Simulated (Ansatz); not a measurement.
# Si: random displacements

These are results of Ansatz, DFT LDA, scalar-relativistic, plane waves, PAW, not measurements. Cutoff 420 eV, Γ-centred 10×10×10 k-points, Gaussian smearing of 0.03 eV. No spin polarisation. Energies are free energies at this smearing, counted from the undisturbed cell; pressure is positive in compression.

The starting cell (relaxed at this level; this form isn't the usual structure):

```yaml
crystal:
  lattice:
    - [-3.30127, 3.30127, 1.90836]
    - [3.30127, -3.30127, 1.90836]
    - [3.30127, 3.30127, -1.90836]
  atoms:
    - { symbol: Si, position: [0.17884, 0.17884, 0.35769] }
    - { symbol: Si, position: [0.82116, 0.82116, 0.64231] }
    - { symbol: Si, position: [0.17884, 0.82116, 0.00000] }
    - { symbol: Si, position: [0.82116, 0.17884, 0.00000] }
```

The atoms are displaced (Å, in the unstrained cell):

| atom | ux | uy | uz |
| --- | --- | --- | --- |
| Si1 | -0.223 | 0.092 | -0.205 |
| Si2 | 0.312 | -0.036 | 0.293 |
| Si3 | 0.006 | -0.107 | 0.047 |
| Si4 | -0.095 | 0.051 | -0.134 |

Strain (Voigt, engineering shear): (-0.0281, -0.0368, -0.0153, -0.0142, 0.0269, 0.0113).

What are the energy change, the stress and the forces?

ΔE = 750.8 meV/atom; stress (xx, yy, zz, yz, xz, xy; compression positive) (46.81, 8.44, 2.95, -0.35, -15.99, 2.67) GPa.
| atom | Fx (eV/Å) | Fy | Fz |
| --- | --- | --- | --- |
| Si1 | 2.82 | -0.61 | 2.08 |
| Si2 | -6.93 | -0.25 | -0.95 |
| Si3 | -2.91 | 0.49 | -1.57 |
| Si4 | 7.02 | 0.37 | 0.44 |

Cost: 1 run of about 0.95 core-minutes, on Intel Xeon Platinum 8375C (Ice Lake) (shared hosts).